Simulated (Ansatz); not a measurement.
# Zn36HO36: the cost of one run

Program: Ansatz 0.2.0. Level of theory: DFT PBE, scalar-relativistic, plane waves, PAW. These are calculated values, not measurements.

### 1 The starting structure

Symmetry: Cm, No. 8, monoclinic system. Conventional cell: a = 17.041 Å, b = 9.838 Å, c = 10.588 Å, α = 90.00°, β = 90.00°, γ = 90.00°. Zn (site symmetry m) is surrounded by 3 O at 1.90 to 1.92 Å and 1 H at 2.06 Å. Zn (site symmetry m) has 4 O at 1.99 to 2.02 Å as nearest neighbours. Zn (site symmetry 1) has 4 O at 1.96 to 2.04 Å as nearest neighbours. Zn (site symmetry 1) is surrounded by 4 O at 2.00 Å. Around Zn (site symmetry 1) lie 4 O at 1.97 to 2.06 Å. Zn (site symmetry 1) has 4 O at 1.99 to 2.01 Å as nearest neighbours. Zn (site symmetry 1) has 4 O at 1.99 to 2.02 Å as nearest neighbours. Only part of the 49 independent sites is listed.

The input asks for a charge of +1 e on the cell.

Coordinates:

```cif
data_structure
_symmetry_space_group_name_H-M 'Cm'
_symmetry_Int_Tables_number 8
_cell_length_a 17.0407
_cell_length_b 9.8384
_cell_length_c 10.5875
_cell_angle_alpha 90.000
_cell_angle_beta 90.000
_cell_angle_gamma 90.000
_cell_volume 1775.03
loop_
_atom_site_label
_atom_site_type_symbol
_atom_site_symmetry_multiplicity
_atom_site_Wyckoff_symbol
_atom_site_fract_x
_atom_site_fract_y
_atom_site_fract_z
_atom_site_occupancy
Zn1 Zn 2 a 0.26042 0.00000 0.72052 1
Zn2 Zn 2 a 0.22220 0.00000 0.24987 1
Zn3 Zn 4 b 0.39312 0.17041 0.75000 1
Zn4 Zn 4 b 0.38948 0.16621 0.24779 1
Zn5 Zn 4 b 0.55247 0.32432 0.74711 1
Zn6 Zn 4 b 0.55461 0.33092 0.25461 1
Zn7 Zn 4 b 0.22239 0.33397 0.74810 1
Zn8 Zn 4 b 0.22171 0.33485 0.24717 1
Zn9 Zn 2 a 0.38788 0.50000 0.74925 1
Zn10 Zn 2 a 0.38837 0.50000 0.25030 1
Zn11 Zn 2 a 0.55660 0.00000 0.74995 1
Zn12 Zn 2 a 0.55531 0.00000 0.24953 1
Zn13 Zn 2 a 0.61127 0.50000 0.49924 1
Zn14 Zn 2 a 0.60578 0.50000 0.02291 1
Zn15 Zn 4 b 0.27950 0.17323 0.49135 1
Zn16 Zn 4 b 0.27671 0.16556 0.00085 1
Zn17 Zn 4 b 0.44431 0.33389 0.49957 1
Zn18 Zn 4 b 0.44290 0.33315 0.00229 1
Zn19 Zn 4 b 0.61155 0.83454 0.49929 1
Zn20 Zn 4 b 0.61058 0.83370 0.00079 1
Zn21 Zn 2 a 0.27796 0.50000 0.49856 1
Zn22 Zn 2 a 0.27739 0.50000 0.99901 1
Zn23 Zn 2 a 0.44487 0.00000 0.49892 1
Zn24 Zn 2 a 0.44444 0.00000 0.99971 1
O1 O 2 a 0.59779 0.50000 0.82476 1
O2 O 2 a 0.61081 0.50000 0.31027 1
O3 O 4 b 0.27916 0.16645 0.80939 1
O4 O 4 b 0.27777 0.16762 0.30533 1
O5 O 4 b 0.44437 0.33539 0.81260 1
O6 O 4 b 0.44343 0.33298 0.31162 1
O7 O 4 b 0.61181 0.83281 0.81099 1
O8 O 4 b 0.61143 0.83441 0.31120 1
O9 O 2 a 0.27733 0.50000 0.80982 1
O10 O 2 a 0.27732 0.50000 0.31000 1
O11 O 2 a 0.44485 0.00000 0.80975 1
O12 O 2 a 0.44429 0.00000 0.31040 1
O13 O 2 a 0.22532 0.00000 0.55008 1
O14 O 2 a 0.21959 0.00000 0.05881 1
O15 O 4 b 0.38873 0.16636 0.56127 1
O16 O 4 b 0.38776 0.16547 0.05894 1
O17 O 4 b 0.55618 0.33375 0.56090 1
O18 O 4 b 0.55331 0.32938 0.06516 1
O19 O 4 b 0.22259 0.33309 0.55990 1
O20 O 4 b 0.22185 0.33295 0.05818 1
O21 O 2 a 0.38896 0.50000 0.56090 1
O22 O 2 a 0.38809 0.50000 0.06123 1
O23 O 2 a 0.55561 0.00000 0.56143 1
O24 O 2 a 0.55510 0.00000 0.06036 1
H1 H 2 a 0.65430 0.50000 0.81338 1
```

It is the end of an earlier run, which began from a cell of the Crystallography Open Database.

### 2 Nudged elastic band: Zn36HO36 defect cell, no spin, charge +1

It takes the final geometry of an earlier run.

Contents of input.yaml:

```yaml
crystal:
  lattice:
    - [9.8384282163, 0.0, 0.0]
    - [-4.9192141082, 8.5203287686, 0.0]
    - [0.0, 0.0, 10.5875275223]
  atoms:
    - { symbol: Zn, position: [0.0729145411, 0.2604187922, 0.2794811705] }
    - { symbol: Zn, position: [0.11113448, 0.2221988533, 0.750133876] }
    - { symbol: Zn, position: [0.1106250961, 0.5635308604, 0.2499960404] }
    - { symbol: Zn, position: [0.1100559504, 0.5556910887, 0.7522096661] }
    - { symbol: Zn, position: [0.1051809811, 0.8767827978, 0.2528893822] }
    - { symbol: Zn, position: [0.1096472582, 0.8855305686, 0.745393966] }
    - { symbol: Zn, position: [0.4565505355, 0.2281523523, 0.2528893822] }
    - { symbol: Zn, position: [0.4478027647, 0.2236860752, 0.745393966] }
    - { symbol: Zn, position: [0.4449180672, 0.5563574876, 0.2518958276] }
    - { symbol: Zn, position: [0.4464735307, 0.556550316, 0.752832361] }
    - { symbol: Zn, position: [0.4454551106, 0.8878782227, 0.2507496259] }
    - { symbol: Zn, position: [0.4449621889, 0.8883711444, 0.749702523] }
    - { symbol: Zn, position: [0.7698024729, 0.2227082372, 0.2499960404] }
    - { symbol: Zn, position: [0.7776422446, 0.2232773829, 0.7522096661] }
    - { symbol: Zn, position: [0.7767322252, 0.5566011081, 0.2500489526] }
    - { symbol: Zn, position: [0.7780265278, 0.5553068055, 0.7504717122] }
    - { symbol: Zn, position: [0.7769758457, 0.8884152661, 0.2518958276] }
    - { symbol: Zn, position: [0.7767830174, 0.8868598027, 0.752832361] }
    - { symbol: Zn, position: [0.2220627177, 0.1112706156, 0.5007630094] }
    - { symbol: Zn, position: [0.227553426, 0.1057799073, 0.9770882421] }
    - { symbol: Zn, position: [0.2270654206, 0.4527234781, 0.508651682] }
    - { symbol: Zn, position: [0.2221763683, 0.4422681351, 0.9991456505] }
    - { symbol: Zn, position: [0.2229080575, 0.7781987113, 0.5004329637] }
    - { symbol: Zn, position: [0.2235846272, 0.7760424545, 0.9977091486] }
    - { symbol: Zn, position: [0.5551346221, 0.1104252758, 0.5004329637] }
    - { symbol: Zn, position: [0.5572908788, 0.1097487061, 0.9977091486] }
    - { symbol: Zn, position: [0.5563242778, 0.4460888221, 0.5007142759] }
    - { symbol: Zn, position: [0.5564534125, 0.4442806067, 0.9992092439] }
    - { symbol: Zn, position: [0.5553708188, 0.7779625146, 0.5014403181] }
    - { symbol: Zn, position: [0.5559465869, 0.7773867465, 1.0009874647] }
    - { symbol: Zn, position: [0.8806098552, 0.1062679127, 0.508651682] }
    - { symbol: Zn, position: [0.8910651982, 0.111156965, 0.9991456505] }
    - { symbol: Zn, position: [0.8884674627, 0.4448658706, 0.5010827427] }
    - { symbol: Zn, position: [0.8888930133, 0.4444403201, 1.0002910072] }
    - { symbol: Zn, position: [0.8872445112, 0.7770090555, 0.5007142759] }
    - { symbol: Zn, position: [0.8890527266, 0.7768799209, 0.9992092439] }
    - { symbol: O, position: [0.2355424649, 0.0977908684, 0.1752449555] }
    - { symbol: O, position: [0.2225220368, 0.1108112965, 0.6897255813] }
    - { symbol: O, position: [0.2206170127, 0.44560906, 0.1906062186] }
    - { symbol: O, position: [0.2231831714, 0.4453890769, 0.6946677336] }
    - { symbol: O, position: [0.224347992, 0.7797592328, 0.1874008968] }
    - { symbol: O, position: [0.222888989, 0.7764121436, 0.6883819818] }
    - { symbol: O, position: [0.5535741005, 0.1089853413, 0.1874008968] }
    - { symbol: O, position: [0.5569211897, 0.1104443444, 0.6883819818] }
    - { symbol: O, position: [0.5543369994, 0.4446236318, 0.1890116928] }
    - { symbol: O, position: [0.5563172803, 0.4458364568, 0.6888047012] }
    - { symbol: O, position: [0.5559987284, 0.7773346049, 0.1901831637] }
    - { symbol: O, position: [0.5560126783, 0.777320655, 0.6900039468] }
    - { symbol: O, position: [0.8877242733, 0.1127163206, 0.1906062186] }
    - { symbol: O, position: [0.8879442565, 0.110150162, 0.6946677336] }
    - { symbol: O, position: [0.8884835479, 0.4448497855, 0.1902476421] }
    - { symbol: O, position: [0.8890464362, 0.4442868971, 0.6896001181] }
    - { symbol: O, position: [0.8887097016, 0.778996334, 0.1890116928] }
    - { symbol: O, position: [0.8874968765, 0.7770160531, 0.6888047012] }
    - { symbol: O, position: [0.1080149669, 0.2253183664, 0.4499172667] }
    - { symbol: O, position: [0.1137411086, 0.2195922247, 0.9411897984] }
    - { symbol: O, position: [0.1109640732, 0.5550830805, 0.4387253737] }
    - { symbol: O, position: [0.1110393106, 0.5532335942, 0.9410582116] }
    - { symbol: O, position: [0.1109055209, 0.8899352523, 0.4390998343] }
    - { symbol: O, position: [0.1094070497, 0.8826914195, 0.9348443117] }
    - { symbol: O, position: [0.443398081, 0.2224278124, 0.4390998343] }
    - { symbol: O, position: [0.4506419138, 0.2239262836, 0.9348443117] }
    - { symbol: O, position: [0.4438359799, 0.5556781311, 0.4400978652] }
    - { symbol: O, position: [0.4444290575, 0.5548027076, 0.9418239728] }
    - { symbol: O, position: [0.4443771057, 0.8889562276, 0.4390984204] }
    - { symbol: O, position: [0.4452444544, 0.888088879, 0.9387678712] }
    - { symbol: O, position: [0.7782502528, 0.2223692601, 0.4387253737] }
    - { symbol: O, position: [0.7800997391, 0.2222940228, 0.9410582116] }
    - { symbol: O, position: [0.7777267778, 0.5556065556, 0.4385700571] }
    - { symbol: O, position: [0.7782294642, 0.5551038691, 0.9396377397] }
    - { symbol: O, position: [0.7776552022, 0.8894973534, 0.4400978652] }
    - { symbol: O, position: [0.7785306257, 0.8889042758, 0.9418239728] }
    - { symbol: H, position: [0.1790289652, 0.1543043682, 0.1866218598] }
total_charge: 1
scf:
  occupations: { method: gaussian, width: 0.02 }
output:
  forces: true
  stress: false
  eigenvalues: true
hamiltonian:
  xc: pbe
kpoints:
  mp_grid: { grid: [1, 1, 1] }
neb:
  images: 3
  f_tol: 0.04
  final_atoms:
    - { symbol: Zn, position: [0.1051808834, 0.2283980511, 0.2528893985] }
    - { symbol: Zn, position: [0.1096472571, 0.2241167307, 0.745393944] }
    - { symbol: Zn, position: [0.1106250843, 0.5470942352, 0.2499960473] }
    - { symbol: Zn, position: [0.1100559395, 0.5543648741, 0.7522097079] }
    - { symbol: Zn, position: [0.0729146582, 0.812495983, 0.2794812119] }
    - { symbol: Zn, position: [0.1111345106, 0.8889356879, 0.7501338856] }
    - { symbol: Zn, position: [0.4565505011, 0.2283980511, 0.2528893985] }
    - { symbol: Zn, position: [0.4478028069, 0.2241167307, 0.745393944] }
    - { symbol: Zn, position: [0.4454550668, 0.5575768003, 0.2507496129] }
    - { symbol: Zn, position: [0.4449621825, 0.5565910317, 0.7497025208] }
    - { symbol: Zn, position: [0.4449180414, 0.8885605344, 0.2518957953] }
    - { symbol: Zn, position: [0.4464735251, 0.8899231962, 0.7528323807] }
    - { symbol: Zn, position: [0.7767322216, 0.2201311098, 0.2500489469] }
    - { symbol: Zn, position: [0.7780265221, 0.2227197109, 0.7504717143] }
    - { symbol: Zn, position: [0.7698024842, 0.5470942352, 0.2499960473] }
    - { symbol: Zn, position: [0.777642268, 0.5543648741, 0.7522097079] }
    - { symbol: Zn, position: [0.7769758264, 0.8885605344, 0.2518957953] }
    - { symbol: Zn, position: [0.7767830044, 0.8899231962, 0.7528323807] }
    - { symbol: Zn, position: [0.2220627473, 0.1107921612, 0.5007629843] }
    - { symbol: Zn, position: [0.2275534753, 0.1217736174, 0.9770881277] }
    - { symbol: Zn, position: [0.222908071, 0.4447093728, 0.500432947] }
    - { symbol: Zn, position: [0.2235846063, 0.4475421705, 0.9977091676] }
    - { symbol: Zn, position: [0.2270654318, 0.7743419608, 0.5086517092] }
    - { symbol: Zn, position: [0.2221763544, 0.7799082611, 0.9991456946] }
    - { symbol: Zn, position: [0.5563242768, 0.1102354519, 0.5007142799] }
    - { symbol: Zn, position: [0.5564534135, 0.1121727839, 0.9992092251] }
    - { symbol: Zn, position: [0.5551346351, 0.4447093728, 0.500432947] }
    - { symbol: Zn, position: [0.5572908976, 0.4475421705, 0.9977091676] }
    - { symbol: Zn, position: [0.5553708288, 0.7774083242, 0.5014403044] }
    - { symbol: Zn, position: [0.5559465696, 0.7785598058, 1.0009874544] }
    - { symbol: Zn, position: [0.8872445085, 0.1102354519, 0.5007142799] }
    - { symbol: Zn, position: [0.8890527038, 0.1121727839, 0.9992092251] }
    - { symbol: Zn, position: [0.8884674721, 0.4436016108, 0.5010827523] }
    - { symbol: Zn, position: [0.8888930068, 0.4444526803, 1.0002910242] }
    - { symbol: Zn, position: [0.8806098623, 0.7743419608, 0.5086517092] }
    - { symbol: Zn, position: [0.89106524, 0.7799082611, 0.9991456946] }
    - { symbol: O, position: [0.2355424603, 0.1377515872, 0.1752450346] }
    - { symbol: O, position: [0.2225220674, 0.1117108016, 0.689725564] }
    - { symbol: O, position: [0.2243479242, 0.4445886699, 0.1874009233] }
    - { symbol: O, position: [0.2228889833, 0.4464768743, 0.6883819661] }
    - { symbol: O, position: [0.2206169678, 0.7750079533, 0.1906062511] }
    - { symbol: O, position: [0.2231831662, 0.7777941038, 0.6946677533] }
    - { symbol: O, position: [0.5543370009, 0.1097133194, 0.1890116677] }
    - { symbol: O, position: [0.5563172722, 0.1104808047, 0.6888046977] }
    - { symbol: O, position: [0.553574079, 0.4445886699, 0.1874009233] }
    - { symbol: O, position: [0.5569212243, 0.4464768743, 0.6883819661] }
    - { symbol: O, position: [0.5559986914, 0.7786640494, 0.1901831605] }
    - { symbol: O, position: [0.5560126766, 0.7786920199, 0.6900039284] }
    - { symbol: O, position: [0.8887096518, 0.1097133194, 0.1890116677] }
    - { symbol: O, position: [0.8874968658, 0.1104808047, 0.6888046977] }
    - { symbol: O, position: [0.8884835371, 0.4436337409, 0.1902476521] }
    - { symbol: O, position: [0.8890464331, 0.4447595328, 0.6896001253] }
    - { symbol: O, position: [0.8877243188, 0.7750079533, 0.1906062511] }
    - { symbol: O, position: [0.8879442709, 0.7777941038, 0.6946677533] }
    - { symbol: O, position: [0.1109055227, 0.2209702772, 0.439099828] }
    - { symbol: O, position: [0.1094070287, 0.2267156484, 0.9348442865] }
    - { symbol: O, position: [0.1109640817, 0.5558810199, 0.4387253903] }
    - { symbol: O, position: [0.1110393065, 0.5578057397, 0.9410582464] }
    - { symbol: O, position: [0.1080150007, 0.8826966681, 0.4499173216] }
    - { symbol: O, position: [0.1137411527, 0.8941489722, 0.9411898237] }
    - { symbol: O, position: [0.4433980879, 0.2209702772, 0.439099828] }
    - { symbol: O, position: [0.450641953, 0.2267156484, 0.9348442865] }
    - { symbol: O, position: [0.4443771148, 0.5554208963, 0.4390984183] }
    - { symbol: O, position: [0.4452444338, 0.5571555343, 0.9387678728] }
    - { symbol: O, position: [0.4438359676, 0.888157857, 0.4400978471] }
    - { symbol: O, position: [0.4444290433, 0.8896263218, 0.9418239835] }
    - { symbol: O, position: [0.7777267824, 0.2221202315, 0.4385700601] }
    - { symbol: O, position: [0.7782294612, 0.2231255891, 0.939637736] }
    - { symbol: O, position: [0.7782502715, 0.5558810199, 0.4387253903] }
    - { symbol: O, position: [0.7800997665, 0.5578057397, 0.9410582464] }
    - { symbol: O, position: [0.7776552228, 0.888157857, 0.4400978471] }
    - { symbol: O, position: [0.7785306118, 0.8896263218, 0.9418239835] }
    - { symbol: H, position: [0.1790289189, 0.0247245045, 0.1866215555] }
```

Launch:

```console
$ ansatz run input.yaml --threads 4 --pin off --max-ram 14336MiB --backend cpu --events-out ev --progress --plain --runs-dir out
```

Q: Estimate wall time and peak memory on 4 threads of AMD EPYC 7R43 (Zen 3), shared host.

About 28 min, with a peak of 3.5 GiB.
